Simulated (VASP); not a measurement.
Wanted: the native input for a VASP 6.6.1 run.

- Task: single point
- Functional: PBE
- Potentials or basis: VASP PAW PBE potentials, release 64 (Si, Ni)
- Cutoff: 520 eV
- k mesh: 12 × 12 × 12
- Occupations: gaussian, width 0.1 eV
- Spin: no spin polarisation
- Dipole correction: no
- Further INCAR settings: ALGO = Fast; EDIFF = 1e-06; NBANDS = 25

The structure of SiNi3 lies in POSCAR:

```
SiNi3
1.0
    3.5062675424      0.0000000000      0.0000000000
    0.0000000000      3.5062675424      0.0000000000
    0.0000000000      0.0000000000      3.5062675424
Si Ni
1 3
Direct
    0.0000000000      0.0000000000      0.0000000000
    0.0000000000      0.5000000000      0.5000000000
    0.5000000000      0.0000000000      0.5000000000
    0.5000000000      0.5000000000      0.0000000000
```

These files were run (other wordings do the same):

INCAR

```
SYSTEM = SiNi3
ALGO = Fast
EDIFF = 1E-6
ENCUT = 520
GGA = PE
ISIF = 2
ISMEAR = 0
LASPH = .True.
LCHARG = .False.
LREAL = .False.
LWAVE = .False.
NBANDS = 25
NELM = 100
PREC = Accurate
SIGMA = 0.1
```

KPOINTS

```
k-points
0
Gamma
  12 12 12
  0 0 0
```

Potentials or basis: VASP PAW PBE potentials, release 64 (Si, Ni).

Launch:

```console
$ cat potpaw_PBE.64/Si/POTCAR potpaw_PBE.64/Ni/POTCAR > POTCAR
$ mpirun -np 1 vasp_std > vasp.out
```

Results of the run:

```
Pressure               : 0.1 GPa
Band gap on the k mesh : none (metal or under the smearing width)
```

It took 79 s on 1 thread of Intel(R) Xeon(R) Platinum 8259CL CPU @ 2.50GHz (Skylake/Cascade Lake), on a shared host, peak memory 0.2 GiB.
